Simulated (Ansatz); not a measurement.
# Stack of Hf2CO2 MXene under blue phosphorene, shifted by a third of the diagonal in a perpendicular field

Aim: how the stack of Hf2CO2 MXene under blue phosphorene, shifted by a third of the diagonal screens a field along its normal, and what the field does to its bands. A positive field points along +c.

Method: plane-wave DFT, PBE-D3(BJ), Ansatz PAW, in Ansatz 0.2.0.

Most raw output is cut from this account.

**1. The structure**

The cell holds 7 atoms: 2 O, 2 Hf, 1 C and 2 P. Cell: a = 3.284 Å, b = 3.284 Å, c = 49.443 Å, α = 90.0°, β = 90.0°, γ = 120.0°. Regions: layer 1: Hf2CO2 MXene, 5 atoms (2 O, 2 Hf and 1 C); layer 2: blue phosphorene, 2 atoms (2 P). Vacuum lies along c.

**2. Relaxing the slab**

The starting cell is a guess, so the in-plane lattice and the atoms are relaxed first, with the slab cut off from its images along the normal.

Contents of input.yaml:

```yaml
crystal:
  lattice:
    - [3.2845, 0.0, 0.0]
    - [-1.64225, 2.8444604387, 0.0]
    - [0.0, 0.0, 49.4429467946]
  atoms:
    - { symbol: O, position: [0.3333333333, 0.6666666667, 0.4065291675] }
    - { symbol: Hf, position: [0.6666666667, 0.3333333333, 0.4303692033] }
    - { symbol: C, position: [0.0, 0.0, 0.4566166635] }
    - { symbol: Hf, position: [0.3333333333, 0.6666666667, 0.4828641236] }
    - { symbol: O, position: [0.6666666667, 0.3333333333, 0.5067041594] }
    - { symbol: P, position: [0.0, 0.0, 0.5683914212] }
    - { symbol: P, position: [0.6666666667, 0.3333333333, 0.5934708325] }
  periodic: [true, true, false]
kpoints:
  mp_grid: { grid: [12, 12, 1] }
hamiltonian:
  xc: pbe
  dispersion: d3bj
scf:
  occupations: { method: fermi_dirac, width: 0.05 }
  convergence: { dr2_threshold: 1.0e-09 }
relax:
  f_tol: 0.004
  max_steps: 90
  cell: {}
output:
  write_potential: true
  write_density: true
  volumetric_format: npy
```

Launch:

```sh
> ansatz run input.yaml --threads 2 --pin off --max-ram 3072MiB --backend cpu --events-out ev --progress --plain --runs-dir out
```

The job ended after 11 min (2 threads of Intel Xeon at 2.50GHz (Skylake/Cascade Lake), shared host; peak memory 0.88 GiB).

Step by step:

```csv
step,energy less that of the first step (eV),largest force component (eV/Å),volume (Å³)
1,0.0000,4.4750,461.93
2,-0.5955,3.3040,455.94
3,-0.8762,0.2462,466.19
4,-0.8871,0.6689,451.54
5,-0.9300,0.0632,455.33
6,-0.9309,0.0258,455.65
7,-0.9315,0.0154,454.94
8,-0.9316,0.0015,454.83
9*,-0.9285,0.0015,454.83
10,-0.9286,0.0002,454.69
11*,-0.9286,0.0002,454.69
```

Relaxation steps marked * repeat the geometry before them on a plane-wave basis chosen anew for their cell, so energy and pressure can jump there.

Forces are held to the 6 operations that the run works with; a distortion that breaks them can't arise in this run.

```csv
cell as run,before,after,change
a (Å),3.284,3.259,-0.8 %
b (Å),3.284,3.259,-0.8 %
```

The atoms that moved most (Å, along periodic axes as changes of fractional coordinates times the final cell, across vacuum about the mean position):

```csv
atom,dx,dy,dz,length
O1,0.000,0.000,0.238,0.238
P6,0.000,0.000,-0.190,0.190
P7,0.000,0.000,-0.188,0.188
Hf4,0.000,0.000,0.154,0.154
O5,0.000,0.000,-0.090,0.090
C3,0.000,0.000,0.077,0.077
```

The relaxed structure:

```cif
data_structure
_symmetry_space_group_name_H-M 'P 1'
_symmetry_Int_Tables_number 1
_cell_length_a 3.2587
_cell_length_b 3.2587
_cell_length_c 49.4429
_cell_angle_alpha 90.000
_cell_angle_beta 90.000
_cell_angle_gamma 120.000
_cell_volume 454.69
loop_
_atom_site_label
_atom_site_type_symbol
_atom_site_fract_x
_atom_site_fract_y
_atom_site_fract_z
_atom_site_occupancy
O1 O 0.33333 0.66667 0.41134 1
Hf2 Hf 0.66667 0.33333 0.43034 1
C3 C 0.00000 0.00000 0.45816 1
Hf4 Hf 0.33333 0.66667 0.48599 1
O5 O 0.66667 0.33333 0.50489 1
P6 P 0.00000 0.00000 0.56455 1
P7 P 0.66667 0.33333 0.58968 1
```

The lattice constant a goes from 3.284 to 3.259 Å.

**3. Single point, field 0, start network**

A sawtooth potential applies the field, turning back in the middle of the vacuum. With the dipole correction the typed value is the field outside the slab. The induced dipole is small, so the SCF threshold is tight.

The cell differs from the one that the last finished run ended in (c 49.443 → 26.818 Å).

Contents of input.yaml:

```yaml
crystal:
  lattice:
    - [3.2586689805, 0.0, 0.0]
    - [-1.6293344902, 2.8220901196, 0.0]
    - [0.0, 0.0, 26.8177141987]
  atoms:
    - { symbol: O, position: [0.3333333333, 0.6666666667, 0.3355990721] }
    - { symbol: Hf, position: [0.6666666667, 0.3333333333, 0.3706396297] }
    - { symbol: C, position: [0.0, 0.0, 0.4219361954] }
    - { symbol: Hf, position: [0.3333333333, 0.6666666667, 0.4732331461] }
    - { symbol: O, position: [0.6666666667, 0.3333333333, 0.508080874] }
    - { symbol: P, position: [0.0, 0.0, 0.6180748119] }
    - { symbol: P, position: [0.6666666667, 0.3333333333, 0.6644009279] }
kpoints:
  mp_grid: { grid: [18, 18, 1] }
  band_path:
    path: [[0, 0, 0], [0.5, 0, 0], [0.33333333, 0.33333333, 0], [0, 0, 0]]
    npoints: 16
hamiltonian:
  xc: pbe
  dispersion: d3bj
scf:
  occupations: { method: fermi_dirac, width: 0.02585 }
  convergence: { dr2_threshold: 1.0e-10 }
efield:
  axis: 3
  dipole_correction: true
  ramp_position: 0.97
  ramp_width: 0.06
  amplitude: 0
output:
  dos: { projected: true, e_range: [-6, 5] }
  write_potential: true
  write_density: true
  volumetric_format: npy
  elf: true
```

Run time: 81 s. Hardware: 2 threads; peak memory 0.79 GiB.

Numbers from this step:

* dipole along the normal: -0.006544 e·Å
* gap along the path: 0.9478 eV
* smallest direct gap along the path: 2.031 eV
* step between the vacuum levels: 0.1288 eV
* ionisation energy, upper face: 5.513 eV
* electron affinity, upper face: 4.565 eV
* ionisation energy, lower face: 5.384 eV
* gap, the smaller of path and mesh: 0.9478 eV

Running mean over a fixed 2.5 Å (it still follows the layers) of the planar mean; the ramp of the sawtooth is left out. Electron's electrostatic potential energy less the Fermi level against z:

```csv
z (Å),electron's electrostatic potential energy less the Fermi level (eV)
4,4.92
5,4.92
6,4.92
7,4.71
8,0.852
9,-6.25
10,-10.1
11,-8.84
12,-9.55
13,-9.32
14,-3.82
15,0.523
16,-4.10
17,-9.89
18,-6.50
19,-0.117
20,4.55
21,5.02
22,5.05
23,5.05
```

The density of states has structure finer than the step of the table below, so its rows give means over 0.25 eV, whole bins alone (the curve runs from -6 to 2.46 eV). Peaks (eV: height): -5.230: 11.1, -5.040: 11.8, -4.950: 10.4, -4.840: 15.0, -4.790: 11.3, -4.430: 15.6, -1.120: 12.2.

The density of states by energy, zero at the Fermi level of the run, which the smearing sets inside the gap; means over each step:

```csv
energy (eV),density of states (states/eV a cell)
-5.75,4.66
-5.50,5.81
-5.25,6.21
-5.00,8.11
-4.75,9.89
-4.50,8.14
-4.25,5.91
-4.00,1.33
-3.75,1.66
-3.50,2.53
-3.25,3.15
-3.00,4.26
-2.75,2.44
-2.50,3.33
-2.25,4.15
-2.00,5.09
-1.75,4.76
-1.50,3.03
-1.25,3.04
-1.00,1.59
-0.75,0.353
-0.50,0.124
-0.25,0
0.00,0
0.25,0
0.50,0.371
0.75,1.02
1.00,2.27
1.25,2.73
1.50,3.42
1.75,1.92
2.00,2.52
2.25,2.07
```

Projected DOS per atom over height of the atomic layer and energy from the Fermi level. Layers: O Hf C Hf O P P from below.

Values in states/eV, 22 rows by 7 columns, each cell a mean:
```
0.04 0.28 0.05 0.29 0.05 0.58 0.58
0.06 0.45 0.06 0.44 0.07 0.67 0.69
0.13 0.72 0.13 0.79 0.14 0.47 0.48
0.14 0.49 0.08 0.51 0.14 0.47 0.48
0.11 0.29 0.04 0.31 0.11 0.06 0.07
0.01 0.02 0.00 0.02 0.01 0.00 0.00
0.00 0.00 0.00 0.00 0.00 0.00 0.00
0.01 0.01 0.05 0.01 0.01 0.00 0.00
0.04 0.04 0.20 0.04 0.04 0.02 0.02
0.09 0.11 0.38 0.10 0.14 1.03 1.03
0.33 0.30 1.31 0.32 0.33 0.58 0.59
0.49 0.43 1.81 0.45 0.46 0.56 0.57
0.26 0.32 1.10 0.33 0.26 0.76 0.81
0.25 0.28 0.83 0.28 0.22 0.31 0.30
0.46 0.45 1.10 0.45 0.44 0.37 0.38
0.14 0.15 0.43 0.16 0.14 0.70 0.70
0.05 0.01 0.03 0.03 0.10 0.62 0.62
2.38 0.42 0.31 0.33 1.83 0.48 0.53
2.68 0.82 0.49 0.70 2.47 0.58 0.65
2.07 0.79 0.35 0.85 2.43 0.69 0.65
1.53 0.65 0.21 0.65 1.61 0.50 0.44
1.00 0.52 0.21 0.51 1.04 0.22 0.19
```
Columns: height of the atomic layer (Å) from 9 to 17.8 (not evenly spaced); rows upwards: energy from the Fermi level (eV) from -5.96 to 2.41.

The electronic bands at the labelled points (eV, zero at the Fermi level of the run, which the smearing sets inside the gap):

```csv
point,band 36,band 37,band 38,band 39,band 40,band 41,band 42,band 43
Γ,-1.20,-1.20,-0.46,-0.46,1.80,1.80,2.16,2.83
halfway,-2.56,-1.66,-1.51,-1.12,1.01,1.18,3.07,3.22
M,-3.39,-2.51,-1.95,-1.61,0.49,0.89,2.41,3.07
halfway,-3.36,-2.58,-2.42,-2.20,1.42,1.81,3.08,3.33
K,-2.96,-2.91,-2.86,-2.74,0.94,2.14,3.14,3.15
halfway,-2.94,-2.21,-1.72,-1.11,1.51,2.40,2.67,3.14
Γ,-1.20,-1.20,-0.46,-0.46,1.80,1.80,2.16,2.83
```

ELF in the ca plane at fractional y = 0.333, with atoms of Hf and O and P within 0.2 Å of it. It is the smooth field of the valence electrons, not physical close to the nuclei.

Ten even steps from '0' (0.00) to '9' (0.83), each cell a mean:
```
00000000000000000011113663245211478840024568
00000000000000000000039998312114888982001257
00000000000000000000059999311126966983000146
00000000000000000000038997212114899972001257
00000000000000000012223553255211368740024578
00000000000000000125653113687322212210268877
00000000000000000136775225887323200000389876
00000000000000000124652112686312112210268777
```
Columns run along c (16.0 Å, from fractional 0.05 to 0.65 of the cell), rows up along a (3.3 Å). Atoms in or near the plane, at fractional coordinates: Hf at (0.37, 0.67), O at (0.51, 0.67).

Valence density in the ca plane at fractional y = 0.333, with atoms of Hf and O and P within 0.2 Å of it. It is the smooth field of the valence electrons, not physical close to the nuclei.

Ten steps, logarithmic in the rise over the least value, from '0' (0 e/Å³) to '9' (30 e/Å³), each cell a mean:
```
00000124542111111232100001112221100000000000
00000148874100012464200000122222100000000000
00000159985100013565310000122112210000000000
00000147874110012454200000122222100000000000
00000124432111111222100001112221100000000000
00001111111111222110000001111110000000000000
00001111111122232100000011111100000000000000
00000111111111122110000001111110000000000000
```
Columns run along c (16.0 Å, from fractional 0.26 to 0.86 of the cell), rows up along a (3.3 Å). Atoms in or near the plane, at fractional coordinates: Hf at (0.37, 0.67), O at (0.51, 0.67), P at (0.66, 0.67).

Electrostatic potential energy in the ca plane at fractional y = 0.333, with atoms of Hf and O and P within 0.2 Å of it. With pseudopotentials it is smooth inside the atoms' cores, unlike the true potential.

Ten even steps from '0' (-41 eV) to '9' (8 eV), each cell a mean:
```
99999999999999999864336889888778999999887545
99999999999999998731002689988412799999984000
99999999999999998620101689998200499999973000
99999999999999998741003789988523799999985101
99999999999999999875346888877778999999887656
99999999999999999988778888766688999998778888
99999999999999999998889888755678999998778899
99999999999999999987778888766789999998778888
```
Columns run along c (16.0 Å, from fractional 0.10 to 0.69 of the cell; values clipped at the 3rd and 97th percentile), rows up along a (3.3 Å). Atoms in or near the plane, at fractional coordinates: Hf at (0.37, 0.67), O at (0.51, 0.67), P at (0.66, 0.67).

The gap is 0.95 eV, with the valence edge 5.51 eV and the conduction edge 4.56 eV under the upper vacuum level. Spin-orbit coupling, left out in this run, matters for the bands of elements this heavy.

**4. Single point, field 0.1 V/Å**

Changes to input.yaml since step 3:

```diff
@@ -27,7 +27,6 @@
   dipole_correction: true
-  ramp_position: 0.97
-  ramp_width: 0.06
-  amplitude: 0
+  ramp_position: 0.9541
+  ramp_width: 0.1014
+  amplitude: 0.1
 output:
-  dos: { projected: true, e_range: [-6, 5] }
   write_potential: true
@@ -35,2 +34 @@
   volumetric_format: npy
-  elf: true
```

It took 1.9 min on 2 threads; peak memory 0.78 GiB.

The dipole is 0.0405 e·Å, 0.0471 e·Å from its value without field, and the gap 0.952 eV.

**5. Single point, field -0.1 V/Å**

Changes to input.yaml since step 4:

```diff
@@ -29,3 +29,3 @@
   ramp_width: 0.1014
-  amplitude: 0.1
+  amplitude: -0.1
 output:
```

It took 1.9 min on 2 threads; peak memory 0.78 GiB.

The dipole is -0.0536 e·Å, -0.0471 e·Å from its value without field, and the gap 0.940 eV.

**6. Response, atoms held**

This step: plane-wave DFT, PBE-D3(BJ), Ansatz PAW; response to a field along the normal, atoms held (Ansatz 0.2.0).

The dipoles give the slope, and the difference of two potentials shows where the field is screened.

Numbers from this step:

```yaml
equivalent_conductor_thickness_p_eps_0ae: 9.261 Å
distance_between_the_outer_atoms: 8.818 Å
```

The dipole of the cell by applied field:

```csv
applied field (V/Å),dipole of the cell (e·Å)
-0.1000,-0.0536
0.0000,-0.00654
0.1000,0.0405
```

Local field over the applied field, running mean. From the potentials at -0.1 and 0.1 V/Å; running mean over 2.8 Å. The local field over applied field by z:

z (Å), local field over applied field and a bar:
```
      4.5      1.000 ##############################
      5.0      0.999 ##############################
      5.5      0.996 ##############################
      6.0      0.987 ##############################
      6.5      0.961 #############################
      7.0      0.897 ###########################
      7.5      0.784 #######################
      8.0      0.642 ##################
      8.5      0.487 #############
      9.0      0.341 #########
      9.5      0.213 #####
     10.0      0.126 ##
     10.5      0.081 
     11.0      0.069 
     11.5      0.069 
     12.0      0.074 
     12.5      0.106 #
     13.0      0.170 ###
     13.5      0.260 ######
     14.0      0.336 #########
     14.5      0.375 ##########
     15.0      0.370 ##########
     15.5      0.327 ########
     16.0      0.241 ######
     16.5      0.145 ##
     17.0      0.083 
     17.5      0.093 #
     18.0      0.178 ####
     18.5      0.317 ########
     19.0      0.482 #############
     19.5      0.644 ###################
     20.0      0.792 #######################
     20.5      0.900 ###########################
     21.0      0.958 #############################
     21.5      0.984 #############################
     22.0      0.994 ##############################
     22.5      0.998 ##############################
```

The induced electron density oscillates, so the rows of the table below give means over windows of 1 Å about each position, cut where the curve ends. Its maxima inside the range that stand out by 2 % of the span (Å: e/Å³ per V/Å): 8.3: 0.00356, 9.2: 0.00179, 10.6: 6.9e-4, 12.7: 1.3e-4, 13.7: -0.00116, 15.6: 0.00282, 16.7: 9.3e-4, 18.0: -6.5e-4. Its minima: 8.9: 0.00138, 10.0: -9.5e-5, 12.1: -6.7e-4, 13.4: -0.00173, 14.2: -0.00247, 16.4: 7.5e-4, 17.6: -9.6e-4, 18.9: -0.00351.

Electrons, planar mean, per unit field. Induced electron density against z; means over each step:

z (Å), induced electron density (e/Å³ per V/Å) and a bar from the least value:
```
        5    0.00000 ################
        6    0.00005 ################
        7    0.00050 ###################
        8    0.00260 ##############################
        9    0.00173 #########################
       10    0.00017 #################
       11    0.00028 ##################
       12   -0.00039 ##############
       13   -0.00052 #############
       14   -0.00183 ######
       15    0.00076 ####################
       16    0.00178 ##########################
       17    0.00033 ##################
       18   -0.00106 ###########
       19   -0.00303 
       20   -0.00116 ##########
       21   -0.00020 ###############
       22   -0.00003 ################
```

The smaller of the gaps on the path and on the k-mesh, counted as 0 under 0.03 eV. Table of gap by applied field:

```csv
applied field (V/Å),gap (eV)
-0.1000,0.940
0.0000,0.948
0.1000,0.952
```

By hand: between -0.1 and 0.1 V/Å the dipole changes by 0.09413 e·Å, a slope of 0.4706 e·Å²/V. A perfect conductor of thickness t has p = ε₀AEt, so t = 180.95 × 0.4706 / 9.196 = 9.26 Å (e/ε₀ = 180.95 V·Å, A in Å²).

The induced dipole is that of a conductor 9.26 Å thick.

**7. What came out**

```
gap without field                          : 0.948 eV
ionisation energy, upper face              : 5.51 eV
electron affinity, upper face              : 4.56 eV
step between the vacuum levels             : 0.129 eV
equivalent conductor thickness, atoms held : 9.26 Å
```

**Reading.** The induced dipole equals that of a perfect conductor 9.26 Å thick, while the outer atoms lie 8.82 Å apart; an out-of-plane ε follows only once a thickness t is chosen, by 1 − 1/ε = 9.26 Å / t. The two faces differ: the vacuum level above lies 0.13 eV higher than the one below. The gap stays within 0.01 eV of 0.95 eV over the fields run, up to 0.1 V/Å in size. Semilocal functionals give gaps that are too small, and excitons are not included. Spin-orbit coupling is left out, which matters for the bands of elements this heavy. The MXene's terminations sit over the metal atoms of its far layer; the site over carbon or nitrogen, which some compounds prefer, was not run.

[Logs are printed without paths, hosts, clocks, repeated set-up lines and the standing remarks that a program may print on its own settings, such as how far it seeks lower states.]

[Hosts, paths, dates, database ids (printed as entryN), source tags and the programs' standing remarks are cut or masked in the printed files.]

[Maps of the electrostatic potential energy from Ansatz leave out the sawtooth potential of an applied field or a dipole correction, so their vacuum need not be flat; planar profiles and work functions include it.]

[The density of states shown here was stored with 400 of the rows of the run's finer table, so its peaks can read low, often by over a quarter, or be missed, and its means over a window can be off by a tenth or more.]
